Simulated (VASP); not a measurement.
# MgO (Periclase) (Fm-3m) in VASP: notebook

Aim: see how the results for MgO (Periclase) move with the level of theory and the settings. Levels: r2SCAN, LDA, PBEsol. Tasks: relaxation of cell and atoms.

Program: VASP 6.6.1. These are calculated values, not measurements. Logs are shortened: lines on timing, memory, paths and dates and some standing lists are left out, and cuts for length are marked.

### 1 The structure

The structure is cubic, space group Fm-3m (No. 225). Conventional cell: a = 4.217 Å, b = 4.217 Å, c = 4.217 Å, α = 90.00°, β = 90.00°, γ = 90.00°. Mg (site symmetry m-3m) is surrounded by 6 O at 2.11 Å. Around O (site symmetry m-3m) lie 6 Mg at 2.11 Å.

### 2 Relaxation of cell and atoms, r2SCAN, target pressure 23.2 GPa, at which the enthalpy is minimised

Contents of INCAR:

```
SYSTEM = MgO
PREC = Accurate
ENCUT = 600
EDIFF = 1E-6
ISMEAR = 0
SIGMA = 0.03
LREAL = .False.
LASPH = .True.
NELM = 80
ALGO = Normal
ISIF = 3
LWAVE = .False.
LCHARG = .False.
METAGGA = R2SCAN
LMIXTAU = .True.
IBRION = 2
NSW = 90
EDIFFG = -0.01
PSTRESS = 232.0
```

Contents of KPOINTS:

```
regular mesh
0
Gamma
  12 12 12
  0 0 0
```

Contents of POSCAR:

```
MgO
1.0
    0.0000000000      2.1085000000      2.1085000000
    2.1085000000      0.0000000000      2.1085000000
    2.1085000000      2.1085000000      0.0000000000
Mg O
1 1
Direct
    0.0000000000      0.0000000000      0.0000000000
    0.5000000000      0.5000000000      0.5000000000
```

Potentials or basis: VASP PAW PBE potentials, release 64 (Mg, O).

Started as:

```sh
$ cat potpaw_PBE.64/Mg/POTCAR potpaw_PBE.64/O/POTCAR > POTCAR
$ mpirun -np 1 vasp_std > vasp.out
```

OUTCAR:

```text
SYSTEM = MgO
   PREC = Accurate
   ENCUT = 600
   EDIFF = 1E-6
   ISMEAR = 0
   LREAL = .False.
   LASPH = .True.
   NELM = 80
   ISIF = 3
   METAGGA = R2SCAN
   IBRION = 2
   NSW = 90
   EDIFFG = -0.01
   PSTRESS = 232.0

 ion  position               nearest neighbor table
   1  0.000  0.000  0.000-   2 2.11   2 2.11   2 2.11   2 2.11   2 2.11   2 2.11
   2  0.500  0.500  0.500-   1 2.11   1 2.11   1 2.11   1 2.11   1 2.11   1 2.11

  LATTYP: Found a face centered cubic cell.
 ALAT       =     4.2170000000

  Lattice vectors:

 A1 = (   0.0000000000,   2.1085000000,   2.1085000000)
 A2 = (   2.1085000000,   0.0000000000,   2.1085000000)
 A3 = (   2.1085000000,   2.1085000000,   0.0000000000)

Analysis of symmetry for initial positions (statically):
=====================================================================
 Subroutine PRICEL returns:
 Original cell was already a primitive cell.

 Routine SETGRP: Setting up the symmetry group for a
 face centered cubic supercell.

 Subroutine GETGRP returns: Found 48 space group operations
 (whereof 48 operations were pure point group operations)
 out of a pool of 48 trial point group operations.

The static configuration has the point symmetry O_h .

Analysis of symmetry for dynamics (positions and initial velocities):
=====================================================================
 Subroutine PRICEL returns:
 Original cell was already a primitive cell.

 Routine SETGRP: Setting up the symmetry group for a
 face centered cubic supercell.

 Subroutine GETGRP returns: Found 48 space group operations
 (whereof 48 operations were pure point group operations)
 out of a pool of 48 trial point group operations.

The dynamic configuration has the point symmetry O_h .

 Subroutine INISYM returns: Found 48 space group operations
 (whereof 48 operations are pure point group operations),
 and found     1 'primitive' translations

----------------------------------------------------------------------------------------

                                     Primitive cell

  volume of cell :      18.7478

  direct lattice vectors                    reciprocal lattice vectors
     0.000000000  2.108500000  2.108500000    -0.237135404  0.237135404  0.237135404
     2.108500000  0.000000000  2.108500000     0.237135404 -0.237135404  0.237135404
     2.108500000  2.108500000  0.000000000     0.237135404  0.237135404 -0.237135404

  length of vectors
     2.981869296  2.981869296  2.981869296     0.410730569  0.410730569  0.410730569

  position of ions in fractional coordinates (direct lattice)
     0.000000000  0.000000000  0.000000000
     0.500000000  0.500000000  0.500000000

  ion indices of the primitive-cell ions
   primitive index   ion index
                 1           1
                 2           2

----------------------------------------------------------------------------------------

 KPOINTS: regular mesh

Automatic generation of k-mesh.
 Grid dimensions read from file:
 generate k-points for:   12   12   12

 Generating k-lattice:

  Cartesian coordinates                     Fractional coordinates (reciprocal lattice)
    -0.019761284  0.019761284  0.019761284     0.083333333  0.000000000  0.000000000
     0.019761284 -0.019761284  0.019761284     0.000000000  0.083333333  0.000000000
     0.019761284  0.019761284 -0.019761284     0.000000000  0.000000000  0.083333333

  Length of vectors
     0.034227547  0.034227547  0.034227547

  Shift w.r.t. Gamma in fractional coordinates (k-lattice)
     0.000000000  0.000000000  0.000000000

 Subroutine IBZKPT returns following result:
 ===========================================

 Found     72 irreducible k-points:

 Following reciprocal coordinates:
            Coordinates               Weight
  0.000000  0.000000  0.000000      1.000000
  0.083333  0.000000  0.000000      8.000000
  0.166667  0.000000  0.000000      8.000000
  0.250000  0.000000  0.000000      8.000000
  0.333333  0.000000  0.000000      8.000000
  0.416667  0.000000  0.000000      8.000000
[... 16 lines left out ...]
  0.500000  0.166667  0.000000     24.000000
 -0.416667  0.166667  0.000000     24.000000
 [... further k-points ...]
   k-points           NKPTS =     72   k-points in BZ     NKDIM =     72   number of bands    NBANDS=      8
   number of dos      NEDOS =    301   number of ions     NIONS =      2
   total plane-waves  NPLWV =  13824
   dimension x,y,z NGX =    24 NGY =   24 NGZ =   24
   dimension x,y,z NGXF=    48 NGYF=   48 NGZF=   48
   ions per type =               1   1
   NGX,Y,Z   is equivalent  to a cutoff of  13.38, 13.38, 13.38 a.u.
   NGXF,Y,Z  is equivalent  to a cutoff of  26.76, 26.76, 26.76 a.u.
 SYSTEM =  MgO
   PREC   = accura    normal or accurate (medium, high low for compatibility)
   ISTART =      0    job   : 0-new  1-cont  2-samecut
   ICHARG =      2    charge: 1-file 2-atom 10-const
   ISPIN  =      1    spin polarized calculation?
   LNONCOLLINEAR =      F non collinear calculations
   LSORBIT =      F    spin-orbit coupling
   LASPH  =      T    aspherical Exc in radial PAW
   ENCUT  =  600.0 eV  44.10 Ry    6.64 a.u.   5.96  5.96  5.96*2*pi/ulx,y,z
   NELM   =     80;   NELMIN=  2; NELMDL= -5     # of ELM steps
   EDIFF  = 0.1E-05   stopping-criterion for ELM
   LREAL  =      F    real-space projection
   EDIFFG = -.1E-01   stopping-criterion for IOM
   NSW    =     90    number of steps for IOM
   IBRION =      2    ionic relax: 0-MD 1-quasi-New 2-CG
   NFREE  =      1    steps in history (QN), initial steepest desc. (CG)
   ISIF   =      3    stress and relaxation
   ISYM   =      2    0-nonsym 1-usesym 2-fastsym
   POTIM  = 0.5000    time-step for ionic-motion
   TEBEG  =    0.0;   TEEND  =   0.0 temperature during run
   PSTRESS=  232.0 pullay stress
   NELECT =       8.0000    total number of electrons
   NUPDOWN=      -1.0000    fix difference up-down
   EMIN   =  10.00;   EMAX   =-10.00  energy-range for DOS
   EFERMI =   0.00;   METHOD = LEGACY
   ISMEAR =     0;   SIGMA  =   0.03  broadening in eV -4-tet -1-fermi 0-gaus
   EFERMI_NEDOS =   21; number of points for ismear=-14 and -15
   IALGO  =     38    algorithm
   IMIX   =      4    mixing-type and parameters
     AMIX     =   0.40;   BMIX     =  1.00
     AMIX_MAG =   1.60;   BMIX_MAG =  1.00
  volume/ion in A,a.u.               =       9.37        63.26
  Fermi-wavevector in a.u.,A,eV,Ry     =   1.232503  2.329092 20.668107  1.519063
  Thomas-Fermi vector in A             =   2.367270
   LORBIT       =      0    0 simple, 1 ext, 2 COOP (PROOUT), +10 PAW based schemes
   METAGGA = R2SCAN    functional components
   LHFCALC =     F    Hartree Fock is set to
   AEXX    =    0.0000 exact exchange contribution
   IVDW    =     0    specifies the selected vdW correction
   LEPSILON=     F    determine dielectric tensor
   LRPA    =     F    only Hartree local field effects (RPA)
 conjugate gradient relaxation of ions
 non-spin polarized calculation
 Gauss-broadening in eV      SIGMA  =   0.03
  energy-cutoff  :      600.00
  volume of cell :       18.75
 maximum number of plane-waves:       642
   NGX = 11   NGY = 11   NGZ = 11

--------------------------------------- Ionic step        1  -------------------------------------------

 number of electron       8.0000005 magnetization

 Free energy of the ion-electron system (eV)
  ---------------------------------------------------
  ext. energy  EPLUGINS =         0.00000000
  ---------------------------------------------------
  free energy    TOTEN  =       -16.16318515 eV

  energy without entropy =      -16.16318515  energy(sigma->0) =      -16.16318515

------------------------ aborting loop because EDIFF is reached ----------------------------------------

  FORCE on cell =-STRESS in cart. coord.  units (eV):
  Direction    XX          YY          ZZ          XY          YZ          ZX
  --------------------------------------------------------------------------------------
  -------------------------------------------------------------------------------------
  Total       -0.3309051     -0.3309051     -0.3309051      0.0000000      0.0000000     -0.0000000
  in kB      -28.2789439    -28.2789439    -28.2789439      0.0000000      0.0000000     -0.0000000
  external PRESSURE =    -260.2789439 kB  Pullay stress =     232.0000000 kB
[... 137 lines left out ...]
  enthalpy is  TOTEN    =       -13.6467741994 eV   P V=        2.3929404940

--------------------------------------- Ionic step        5  -------------------------------------------

 number of electron       7.9999999 magnetization

 Free energy of the ion-electron system (eV)
  ---------------------------------------------------
  ext. energy  EPLUGINS =         0.00000000
  ---------------------------------------------------
  free energy    TOTEN  =       -16.04302238 eV

  energy without entropy =      -16.04302238  energy(sigma->0) =      -16.04302238

 E-fermi :   3.8623     XC(G=0): -12.2310

 val. band max:        3.7265604292   @ k =   0.0000   0.0000   0.0000
 cond. band min:      10.6592584449   @ k =   0.0000   0.0000   0.0000
 fundamental gap:      6.9326980157
 Fermi energy:         3.8623412726

 k-point     1 :       0.0000    0.0000    0.0000
  band No.  band energies     occupation
      1     -15.1384      2.00000
      2       3.7266      2.00000
      3       3.7266      2.00000
      4       3.7266      2.00000
      5      10.6593      0.00000
      6      21.2747      0.00000
      7      21.2747      0.00000
      8      21.2747      0.00000
[... 243 lines left out ...]
 k-point    24 :      -0.4167    0.1667    0.0000
  band No.  band energies     occupation
      1     -13.4643      2.00000
      2      -1.0073      2.00000
      3       1.8935      2.00000
      4       2.7635      2.00000
      5      14.6246      0.00000
      6      18.5236      0.00000
      7      20.5167      0.00000
      8      23.3170      0.00000

 [... further k-points ...]

------------------------ aborting loop because EDIFF is reached ----------------------------------------

  FORCE on cell =-STRESS in cart. coord.  units (eV):
  Direction    XX          YY          ZZ          XY          YZ          ZX
  --------------------------------------------------------------------------------------
  -------------------------------------------------------------------------------------
  Total        2.3793860      2.3793860      2.3793860      0.0000000      0.0000000     -0.0000000
  in kB      230.3676385    230.3676385    230.3676385      0.0000000      0.0000000     -0.0000000
  external PRESSURE =      -1.6323615 kB  Pullay stress =     232.0000000 kB
[... 17 lines left out ...]
  FREE ENERGIE OF THE ION-ELECTRON SYSTEM (eV)
  ---------------------------------------------------
  free  energy   TOTEN  =       -16.0430223797 eV

  energy  without entropy=      -16.0430223797  energy(sigma->0) =      -16.04302238

  enthalpy is  TOTEN    =       -13.6467762887 eV   P V=        2.3962460910

 reached required accuracy - stopping structural energy minimisation
```

It took 65 s on 1 thread of Intel Xeon 6975P-C (Granite Rapids), shared host; peak memory 0.16 GiB.

What came out:

| Quantity | Value |
| --- | --- |
| Free energy | -16.0430 eV |
| Relaxed volume | 8.27 Å³/atom |
| Relaxed cell | a = 2.860 Å, b = 2.860 Å, c = 2.860 Å, α = 60.00°, β = 60.00°, γ = 60.00° |
| Space group after relaxing (to 0.05 Å) | Fm-3m (No. 225) |
| Energy change on relaxing (the enthalpy is what falls) | +60.1 meV/atom |
| Ionic steps | 5 |
| Pressure after relaxing | 23.0 GPa |
| Band gap on the k mesh | 6.93 eV, direct |

The path:
```tsv
step	energy change (eV)	largest force (eV/Å)	pressure (GPa)	volume (Å³)
1	0.0000	0.0000	-2.83	18.75
2	0.5121	0.0000	56.50	14.91
3	0.1175	0.0000	22.74	16.57
4	0.1235	0.0000	23.40	16.53
5	0.1202	0.0000	23.04	16.55
```

Final structure:
```xyz
2
Lattice="0.0000 2.0226 2.0226 2.0226 0.0000 2.0226 2.0226 2.0226 0.0000" Properties=species:S:1:pos:R:3 pbc="T T T"
Mg    0.0000    2.0226    2.0226
O     2.0226    2.0226    2.0226
```

Caveat: the cell is relaxed towards a set pressure, so the enthalpy falls and the energy may rise; the PAW data sets were made with another functional, which shifts forces and pressure a little. A k mesh can miss the band edges.

### 3 Relaxation of cell and atoms, r2SCAN, target pressure 23.2 GPa, at which the enthalpy is minimised

This run uses another cell than the first one, of 8.27 Å³/atom, 0.883 times its volume.

INCAR, as its differences from that of step 2:

```diff
@@ -3,3 +3,3 @@
 ENCUT = 600
-EDIFF = 1E-6
+EDIFF = 1E-7
 ISMEAR = 0
@@ -17,3 +17,3 @@
 NSW = 90
-EDIFFG = -0.01
+EDIFFG = -0.005
 PSTRESS = 232.0
```

KPOINTS is that of step 2.

Contents of POSCAR:

```
MgO                                     
1.0
    0.0000000000      2.0225907020      2.0225907020
    2.0225907020     -0.0000000000      2.0225907020
    2.0225907020      2.0225907020      0.0000000000
  Mg              O             
     1     1
Direct
     1.0000000000000000    0.0000000000000000    0.0000000000000000
     0.5000000000000000    0.5000000000000000    0.5000000000000000
```

Potentials or basis: VASP PAW PBE potentials, release 64 (Mg, O).

Started as:

```sh
$ cat potpaw_PBE.64/Mg/POTCAR potpaw_PBE.64/O/POTCAR > POTCAR
$ mpirun -np 1 vasp_std > vasp.out
```

OUTCAR:

```text
SYSTEM = MgO
   PREC = Accurate
   ENCUT = 600
   EDIFF = 1E-7
   ISMEAR = 0
   LREAL = .False.
   LASPH = .True.
   NELM = 80
   ISIF = 3
   METAGGA = R2SCAN
   IBRION = 2
   NSW = 90
   EDIFFG = -0.005
   PSTRESS = 232.0

 ion  position               nearest neighbor table
   1  0.000  0.000  0.000-   2 2.02   2 2.02   2 2.02   2 2.02   2 2.02   2 2.02
   2  0.500  0.500  0.500-   1 2.02   1 2.02   1 2.02   1 2.02   1 2.02   1 2.02

  LATTYP: Found a face centered cubic cell.
 ALAT       =     4.0451814040

  Lattice vectors:

 A1 = (   0.0000000000,   2.0225907020,   2.0225907020)
 A2 = (   2.0225907020,   0.0000000000,   2.0225907020)
 A3 = (   2.0225907020,   2.0225907020,   0.0000000000)

Analysis of symmetry for initial positions (statically):
=====================================================================
 Subroutine PRICEL returns:
 Original cell was already a primitive cell.

 Routine SETGRP: Setting up the symmetry group for a
 face centered cubic supercell.

 Subroutine GETGRP returns: Found 48 space group operations
 (whereof 48 operations were pure point group operations)
 out of a pool of 48 trial point group operations.

The static configuration has the point symmetry O_h .

Analysis of symmetry for dynamics (positions and initial velocities):
=====================================================================
[... 170 lines left out ...]
  external PRESSURE =      -1.0465488 kB  Pullay stress =     232.0000000 kB
[... 63 lines left out ...]
--------------------------------------- Ionic step        3  -------------------------------------------

 number of electron       7.9999999 magnetization

 Free energy of the ion-electron system (eV)
  ---------------------------------------------------
  ext. energy  EPLUGINS =         0.00000000
  ---------------------------------------------------
  free energy    TOTEN  =       -16.03528905 eV

  energy without entropy =      -16.03528905  energy(sigma->0) =      -16.03528905

 E-fermi :   3.8680     XC(G=0): -12.2346

 val. band max:        3.7317324878   @ k =   0.0000   0.0000   0.0000
 cond. band min:      10.6669771831   @ k =   0.0000   0.0000   0.0000
 fundamental gap:      6.9352446953
 Fermi energy:         3.8680271510

 k-point     1 :       0.0000    0.0000    0.0000
  band No.  band energies     occupation
      1     -15.1375      2.00000
      2       3.7317      2.00000
      3       3.7317      2.00000
      4       3.7317      2.00000
      5      10.6670      0.00000
      6      21.2796      0.00000
      7      21.2796      0.00000
      8      21.2796      0.00000
[... 243 lines left out ...]
 k-point    24 :      -0.4167    0.1667    0.0000
  band No.  band energies     occupation
      1     -13.4618      2.00000
      2      -1.0048      2.00000
      3       1.8973      2.00000
      4       2.7676      2.00000
      5      14.6303      0.00000
      6      18.5309      0.00000
      7      20.5255      0.00000
      8      23.3255      0.00000

 [... further k-points ...]

------------------------ aborting loop because EDIFF is reached ----------------------------------------

  FORCE on cell =-STRESS in cart. coord.  units (eV):
  Direction    XX          YY          ZZ          XY          YZ          ZX
  --------------------------------------------------------------------------------------
  -------------------------------------------------------------------------------------
  Total        2.3963466      2.3963466      2.3963466     -0.0000000      0.0000000     -0.0000000
  in kB      232.1124437    232.1124437    232.1124437     -0.0000000      0.0000000     -0.0000000
  external PRESSURE =       0.1124437 kB  Pullay stress =     232.0000000 kB
[... 21 lines left out ...]
  energy  without entropy=      -16.0352890485  energy(sigma->0) =      -16.03528905

  enthalpy is  TOTEN    =       -13.6401032910 eV   P V=        2.3951857575

 reached required accuracy - stopping structural energy minimisation
```

OSZICAR:

```text
N       E                     dE             d eps       ncg     rms          rms(c)
DAV:   1     0.124282706686E+02    0.12428E+02   -0.55436E+03  1328   0.105E+03
DAV:   2    -0.192537932540E+02   -0.31682E+02   -0.31108E+02  1408   0.167E+02
DAV:   3    -0.196543086798E+02   -0.40052E+00   -0.40052E+00  1528   0.208E+01
DAV:   4    -0.196548873044E+02   -0.57862E-03   -0.57862E-03  1520   0.743E-01
[... 32 lines left out ...]
DAV:   4    -0.160352942809E+02   -0.89368E-05   -0.10157E-07  1176   0.517E-03    0.470E-04
DAV:   5    -0.160352878688E+02    0.64121E-05   -0.40021E-08   616   0.324E-03    0.695E-05
DAV:   6    -0.160352892765E+02   -0.14077E-05   -0.31920E-09   616   0.855E-04    0.366E-05
DAV:   7    -0.160352890045E+02    0.27207E-06   -0.53165E-10   608   0.281E-04    0.209E-05
DAV:   8    -0.160352890485E+02   -0.44030E-07   -0.13130E-10   608   0.151E-04
   3 F= -.13640103E+02 E0= -.13640103E+02  d E =-.255209E-05
```

It took 41 s on 1 thread of Intel Xeon 6975P-C (Granite Rapids), shared host; peak memory 0.15 GiB.

What came out:

| Property | Result |
| --- | --- |
| Free energy | -16.0353 eV |
| Relaxed volume | 8.27 Å³/atom |
| Relaxed cell | a = 2.860 Å, b = 2.860 Å, c = 2.860 Å, α = 60.00°, β = 60.00°, γ = 60.00° |
| Space group after relaxing (to 0.05 Å) | Fm-3m (No. 225) |
| Energy change on relaxing (the enthalpy is what falls) | +0.5 meV/atom |
| Ionic steps | 3 |
| Pressure after relaxing | 23.2 GPa |
| Band gap on the k mesh | 6.94 eV, direct |

The path:
```csv
step,energy change (eV),largest force (eV/Å),pressure (GPa),volume (Å³)
1,0.0000,0.0000,23.10,16.55
2,0.0019,0.0000,23.30,16.54
3,0.0011,0.0000,23.21,16.54
```

Final structure:
```
Mg O
1.0
     0.00000    2.02229    2.02229
     2.02229    0.00000    2.02229
     2.02229    2.02229    0.00000
Mg O
1 1
Direct
  0.00000 0.00000 0.00000
  0.50000 0.50000 0.50000
```

Levels at points of the mesh, in eV from the valence-band top:
| k point | band 1 | band 2 | band 3 | band 4 | band 5 | band 6 | band 7 | band 8 |
| --- | --- | --- | --- | --- | --- | --- | --- | --- |
| (0.00, 0.00, 0.00) | -18.87 | 0.00 | 0.00 | 0.00 | 6.94 | 17.55 | 17.55 | 17.55 |
| (0.50, 0.00, 0.00) | -17.29 | -5.18 | -0.82 | -0.82 | 9.64 | 15.30 | 18.75 | 18.75 |
| (0.50, 0.50, 0.00) | -17.01 | -4.63 | -1.55 | -1.55 | 10.17 | 12.50 | 15.71 | 22.39 |

Caveat: the cell is relaxed towards a set pressure, so the enthalpy falls and the energy may rise; the PAW data sets were made with another functional, which shifts forces and pressure a little. A k mesh can miss the band edges.

(Part 1 of 2 ends here.)
